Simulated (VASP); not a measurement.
# Li (Im-3m) in VASP: notebook

Runs on Li. Level: r2SCAN. Tasks: single point.

Program: VASP 6.6.1. These are calculated values, not measurements. Logs are shortened: lines on timing, memory, paths and dates and some standing lists are left out, and cuts for length are marked.

## (1) Starting point

It takes space group Im-3m (No. 229, cubic). Conventional cell: a = 3.477 Å, b = 3.477 Å, c = 3.477 Å, α = 90.00°, β = 90.00°, γ = 90.00°. Li (site symmetry m-3m) has 8 Li at 3.01 Å as nearest neighbours.

The cell was built by a generator and needn't be a form met in nature.

## (2) Single point, r2SCAN

POSCAR reads:

```
Li
1.0
   -1.7383281096      1.7383281096      1.7383281096
    1.7383281096     -1.7383281096      1.7383281096
    1.7383281096      1.7383281096     -1.7383281096
Li
1
Direct
    0.0000000000      0.0000000000      0.0000000000
```

INCAR.step1 reads:

```
SYSTEM = Li
ALGO = Normal
EDIFF = 1E-4
ENCUT = 520
GGA = PE
ISMEAR = -1
LASPH = .True.
LCHARG = .False.
LREAL = .False.
LWAVE = .True.
NBANDS = 8
NELM = 100
PREC = Accurate
SIGMA = 0.1
```

INCAR.step2 reads:

```
SYSTEM = Li
ALGO = Normal
EDIFF = 1E-6
ENCUT = 520
ISIF = 2
ISMEAR = -1
ISTART = 1
LASPH = .True.
LCHARG = .False.
LMIXTAU = .True.
LREAL = .False.
LWAVE = .False.
METAGGA = R2SCAN
NBANDS = 8
NELM = 100
PREC = Accurate
SIGMA = 0.1
```

KPOINTS reads:

```
k-points
0
Gamma
  9 9 9
  0 0 0
```

Potentials or basis: VASP PAW PBE potentials, release 64 (Li_sv).

Run with:

```
> cat potpaw_PBE.64/Li_sv/POTCAR > POTCAR
> cp INCAR.step1 INCAR
> mpirun -np 1 vasp_std > vasp.out
> cp INCAR.step2 INCAR
> mpirun -np 1 vasp_std > vasp.out
```

OUTCAR:

```text
SYSTEM = Li
   EDIFF = 1E-6
   ENCUT = 520
   ISIF = 2
   ISMEAR = -1
   ISTART = 1
   LASPH = .True.
   LREAL = .False.
   METAGGA = R2SCAN
   NELM = 100
   PREC = Accurate

 ion  position               nearest neighbor table
   1  0.000  0.000  0.000-

  LATTYP: Found a body centered cubic cell.
 ALAT       =     3.4766562192

  Lattice vectors:

 A1 = (  -1.7383281096,   1.7383281096,   1.7383281096)
 A2 = (   1.7383281096,  -1.7383281096,   1.7383281096)
 A3 = (   1.7383281096,   1.7383281096,  -1.7383281096)

Analysis of symmetry for initial positions (statically):
=====================================================================
 Subroutine PRICEL returns:
 Original cell was already a primitive cell.

 Routine SETGRP: Setting up the symmetry group for a
 body centered cubic supercell.

 Subroutine GETGRP returns: Found 48 space group operations
 (whereof 48 operations were pure point group operations)
 out of a pool of 48 trial point group operations.

The static configuration has the point symmetry O_h .

Analysis of symmetry for dynamics (positions and initial velocities):
=====================================================================
 Subroutine PRICEL returns:
 Original cell was already a primitive cell.

 Routine SETGRP: Setting up the symmetry group for a
 body centered cubic supercell.

 Subroutine GETGRP returns: Found 48 space group operations
 (whereof 48 operations were pure point group operations)
 out of a pool of 48 trial point group operations.

The dynamic configuration has the point symmetry O_h .

 Subroutine INISYM returns: Found 48 space group operations
 (whereof 48 operations are pure point group operations),
 and found     1 'primitive' translations

----------------------------------------------------------------------------------------

                                     Primitive cell

  volume of cell :      21.0114

  direct lattice vectors                    reciprocal lattice vectors
    -1.738328110  1.738328110  1.738328110     0.000000000  0.287632696  0.287632696
     1.738328110 -1.738328110  1.738328110     0.287632696  0.000000000  0.287632696
     1.738328110  1.738328110 -1.738328110     0.287632696  0.287632696  0.000000000

  length of vectors
     3.010872606  3.010872606  3.010872606     0.406774059  0.406774059  0.406774059

  position of ions in fractional coordinates (direct lattice)
     0.000000000  0.000000000  0.000000000

  ion indices of the primitive-cell ions
   primitive index   ion index
                 1           1

----------------------------------------------------------------------------------------

 KPOINTS: k-points

Automatic generation of k-mesh.
 Grid dimensions read from file:
 generate k-points for:    9    9    9

 Generating k-lattice:

  Cartesian coordinates                     Fractional coordinates (reciprocal lattice)
     0.000000000  0.031959188  0.031959188     0.111111111  0.000000000  0.000000000
     0.031959188  0.000000000  0.031959188     0.000000000  0.111111111  0.000000000
     0.031959188  0.031959188  0.000000000     0.000000000  0.000000000  0.111111111

  Length of vectors
     0.045197118  0.045197118  0.045197118

  Shift w.r.t. Gamma in fractional coordinates (k-lattice)
     0.000000000  0.000000000  0.000000000

 Subroutine IBZKPT returns following result:
 ===========================================

 Found     35 irreducible k-points:

 Following reciprocal coordinates:
            Coordinates               Weight
  0.000000  0.000000  0.000000      1.000000
  0.111111  0.000000  0.000000     12.000000
  0.222222  0.000000  0.000000     12.000000
  0.333333  0.000000  0.000000     12.000000
  0.444444  0.000000  0.000000     12.000000
  0.111111  0.111111  0.000000     24.000000
[... 16 lines left out ...]
 -0.333333  0.444444  0.111111     48.000000
 -0.444444 -0.444444  0.111111     24.000000
 [... further k-points ...]
   k-points           NKPTS =     35   k-points in BZ     NKDIM =     35   number of bands    NBANDS=      8
   number of dos      NEDOS =    301   number of ions     NIONS =      1
   total plane-waves  NPLWV =  13824
   dimension x,y,z NGX =    24 NGY =   24 NGZ =   24
   dimension x,y,z NGXF=    48 NGYF=   48 NGZF=   48
   ions per type =               1
   NGX,Y,Z   is equivalent  to a cutoff of  13.25, 13.25, 13.25 a.u.
   NGXF,Y,Z  is equivalent  to a cutoff of  26.50, 26.50, 26.50 a.u.
 SYSTEM =  Li
   PREC   = accura    normal or accurate (medium, high low for compatibility)
   ISTART =      1    job   : 0-new  1-cont  2-samecut
   ICHARG =      0    charge: 1-file 2-atom 10-const
   ISPIN  =      1    spin polarized calculation?
   LNONCOLLINEAR =      F non collinear calculations
   LSORBIT =      F    spin-orbit coupling
   LASPH  =      T    aspherical Exc in radial PAW
   ENCUT  =  520.0 eV  38.22 Ry    6.18 a.u.   5.60  5.60  5.60*2*pi/ulx,y,z
   NELM   =    100;   NELMIN=  2; NELMDL=  0     # of ELM steps
   EDIFF  = 0.1E-05   stopping-criterion for ELM
   LREAL  =      F    real-space projection
   EDIFFG = 0.1E-04   stopping-criterion for IOM
   NSW    =      0    number of steps for IOM
   IBRION =     -1    ionic relax: 0-MD 1-quasi-New 2-CG
   NFREE  =      0    steps in history (QN), initial steepest desc. (CG)
   ISIF   =      2    stress and relaxation
   ISYM   =      2    0-nonsym 1-usesym 2-fastsym
   POTIM  = 0.5000    time-step for ionic-motion
   TEBEG  =    0.0;   TEEND  =   0.0 temperature during run
   PSTRESS=    0.0 pullay stress
   NELECT =       3.0000    total number of electrons
   NUPDOWN=      -1.0000    fix difference up-down
   EMIN   =  10.00;   EMAX   =-10.00  energy-range for DOS
   EFERMI =   0.00;   METHOD = LEGACY
   ISMEAR =    -1;   SIGMA  =   0.10  broadening in eV -4-tet -1-fermi 0-gaus
   EFERMI_NEDOS =   21; number of points for ismear=-14 and -15
   IALGO  =     38    algorithm
   IMIX   =      4    mixing-type and parameters
     AMIX     =   0.40;   BMIX     =  1.00
     AMIX_MAG =   1.60;   BMIX_MAG =  1.00
  volume/ion in A,a.u.               =      21.01       141.79
  Fermi-wavevector in a.u.,A,eV,Ry     =   0.855651  1.616947  9.961359  0.732139
  Thomas-Fermi vector in A             =   1.972433
   LORBIT       =      0    0 simple, 1 ext, 2 COOP (PROOUT), +10 PAW based schemes
   METAGGA = R2SCAN    functional components
   LHFCALC =     F    Hartree Fock is set to
   AEXX    =    0.0000 exact exchange contribution
   IVDW    =     0    specifies the selected vdW correction
   LEPSILON=     F    determine dielectric tensor
   LRPA    =     F    only Hartree local field effects (RPA)
 non-spin polarized calculation
  energy-cutoff  :      520.00
  volume of cell :       21.01
 maximum number of plane-waves:       579
   NGX = 11   NGY = 11   NGZ = 11

 number of electron       2.9999991 magnetization

 Free energy of the ion-electron system (eV)
  ---------------------------------------------------
  ext. energy  EPLUGINS =         0.00000000
  ---------------------------------------------------
  free energy    TOTEN  =        -2.39270975 eV

  energy without entropy =       -2.37856744  energy(sigma->0) =       -2.38563859

 E-fermi :   0.5450     XC(G=0):  -7.3544

 val. band max:        0.4766673946   @ k =  -0.3333   0.4444   0.1111
 cond. band min:       0.7564031238   @ k =  -0.4444   0.4444   0.1111
 fundamental gap:      0.2797357291
 Fermi energy:         0.5449875099

 k-point     1 :       0.0000    0.0000    0.0000
  band No.  band energies     occupation
      1     -47.6139      2.00000
      2      -3.2704      2.00000
      3      16.4674      0.00000
      4      16.4689      0.00000
      5      16.4689      0.00000
      6      20.6238      0.00000
      7      20.6241      0.00000
      8      20.6241      0.00000

 k-point     2 :       0.1111    0.0000    0.0000
  band No.  band energies     occupation
      1     -47.6119      2.00000
      2      -3.0202      2.00000
      3      14.5326      0.00000
      4      15.2860      0.00000
      5      15.9759      0.00000
      6      18.6664      0.00000
      7      18.8310      0.00000
      8      20.7503      0.00000

 k-point     3 :       0.2222    0.0000    0.0000
  band No.  band energies     occupation
      1     -47.6067      2.00000
      2      -2.2682      2.00000
      3      10.7039      0.00000
      4      13.6388      0.00000
      5      14.8722      0.00000
      6      16.7288      0.00000
      7      18.2483      0.00000
      8      21.0648      0.00000

 k-point     4 :       0.3333    0.0000    0.0000
  band No.  band energies     occupation
      1     -47.6007      2.00000
      2      -1.0356      2.00000
      3       7.1449      0.00000
      4      12.4428      0.00000
      5      13.8771      0.00000
      6      15.4188      0.00000
      7      18.3145      0.00000
      8      22.3772      0.00000

 k-point     5 :       0.4444    0.0000    0.0000
  band No.  band energies     occupation
      1     -47.5967      2.00000
      2       0.4524      1.43234
      3       4.4602      0.00000
      4      11.8318      0.00000
      5      13.3331      0.00000
      6      14.7616      0.00000
      7      18.5385      0.00000
      8      24.1750      0.00000
[... 177 lines left out ...]
 k-point    22 :      -0.4444    0.4444    0.1111
  band No.  band energies     occupation
      1     -47.5952      2.00000
      2       0.7564      0.21546
      3       4.5998      0.00000
      4      10.3363      0.00000
      5      13.2200      0.00000
      6      16.9029      0.00000
      7      17.6204      0.00000
      8      21.9622      0.00000

 k-point    23 :      -0.3333    0.4444    0.1111
  band No.  band energies     occupation
      1     -47.5950      2.00000
      2       0.4767      1.32891
      3       5.9208      0.00000
      4       8.8407      0.00000
      5      13.7906      0.00000
      6      15.8301      0.00000
      7      18.9858      0.00000
      8      21.5657      0.00000

 k-point    24 :      -0.4444   -0.4444    0.1111
  band No.  band energies     occupation
      1     -47.5931      2.00000
      2       1.7154      0.00002
      3       4.1473      0.00000
      4       8.5221      0.00000
      5      13.5249      0.00000
      6      16.5450      0.00000
      7      19.5165      0.00000
      8      19.5777      0.00000

 [... further k-points ...]

------------------------ aborting loop because EDIFF is reached ----------------------------------------

  FORCE on cell =-STRESS in cart. coord.  units (eV):
  Direction    XX          YY          ZZ          XY          YZ          ZX
  --------------------------------------------------------------------------------------
  -------------------------------------------------------------------------------------
  Total       -0.0274205     -0.0274205     -0.0274205      0.0000000      0.0000000     -0.0000000
  in kB       -2.0908913     -2.0908913     -2.0908913      0.0000000      0.0000000     -0.0000000
  external PRESSURE =      -2.0908913 kB  Pullay stress =       0.0000000 kB

 VOLUME and BASIS-vectors are now :
 -----------------------------------------------------------------------------
  energy-cutoff  :      520.00
  volume of cell :       21.01
      direct lattice vectors                 reciprocal lattice vectors
    -1.738328110  1.738328110  1.738328110     0.000000000  0.287632696  0.287632696
     1.738328110 -1.738328110  1.738328110     0.287632696  0.000000000  0.287632696
     1.738328110  1.738328110 -1.738328110     0.287632696  0.287632696  0.000000000

 POSITION                                       TOTAL-FORCE (eV/Angst)
 -----------------------------------------------------------------------------------
      0.00000      0.00000      0.00000        -0.000000      0.000000     -0.000000
 -----------------------------------------------------------------------------------
    total drift:                               -0.000000      0.000000     -0.000000

  FREE ENERGIE OF THE ION-ELECTRON SYSTEM (eV)
  ---------------------------------------------------
  free  energy   TOTEN  =        -2.3927097477 eV

  energy  without entropy=       -2.3785674414  energy(sigma->0) =       -2.38563859
```

It took 11 s on 1 thread of Intel Xeon 6975P-C (Granite Rapids), shared host; peak memory 0.13 GiB.

Results:

| Property | Result |
| --- | --- |
| Free energy | -2.3927 eV |
| Band gap on the k mesh | none (metal or under the smearing width) |

Caveat: the cutoff is under 1.25 times the usual one of these potentials, so pressure, stress and relaxed cells hold a basis-set (Pulay) error; the PAW data sets were made with another functional, which shifts forces and pressure a little.

## (3) Single point, r2SCAN

This run uses another cell than the first one: it holds 2 atoms, not 1.

POSCAR reads:

```
Li
1.0
    0.0000000000      2.9717723687      2.9717723687
    2.9717723687      0.0000000000      2.9717723687
    2.9717723687      2.9717723687      0.0000000000
Li
2
Direct
    0.0000000000      0.0000000000      0.0000000000
    0.2500000000      0.2500000000      0.2500000000
```

INCAR.step1 reads:

```
SYSTEM = Li
PREC = Accurate
ENCUT = 520
ISMEAR = -1
SIGMA = 0.1
LREAL = .FALSE.
LASPH = .TRUE.
NELM = 100
NBANDS = 10
GGA = PE
ALGO = Normal
EDIFF = 1E-4
LWAVE = .TRUE.
LCHARG = .FALSE.
```

INCAR.step2 reads:

```
SYSTEM = Li
PREC = Accurate
ENCUT = 520
EDIFF = 1E-6
ISMEAR = -1
SIGMA = 0.1
LREAL = .FALSE.
LASPH = .TRUE.
NELM = 100
ALGO = Normal
ISIF = 2
LWAVE = .FALSE.
LCHARG = .TRUE.
METAGGA = R2SCAN
LMIXTAU = .TRUE.
LELF = .TRUE.
LVHAR = .TRUE.
NBANDS = 10
ISTART = 1
```

KPOINTS reads:

```
Automatic mesh
0
G
  7 7 7
  0 0 0
```

Potentials or basis: VASP PAW PBE potentials, release 64 (Li_sv).

Run with:

```
> cat potpaw_PBE.64/Li_sv/POTCAR > POTCAR
> cp INCAR.step1 INCAR
> mpirun -np 1 vasp_std > vasp.out
> cp INCAR.step2 INCAR
> mpirun -np 1 vasp_std > vasp.out
```

It took 29 s on 1 thread of Intel Xeon 6975P-C (Granite Rapids), shared host; peak memory 0.17 GiB.

The run converged. Its results:

```
Free energy            : -3.7206 eV
Band gap on the k mesh : none (metal or under the smearing width)
```

Levels at points of the mesh, in eV from the Fermi level:
```
           k point  band 1  band 2  band 3  band 4  band 5  band 6
(0.00, 0.00, 0.00)  -49.58  -49.51   -3.66    6.08    6.08    6.08
```

Caveat: the cutoff is under 1.25 times the usual one of these potentials, so pressure, stress and relaxed cells hold a basis-set (Pulay) error; the PAW data sets were made with another functional, which shifts forces and pressure a little.
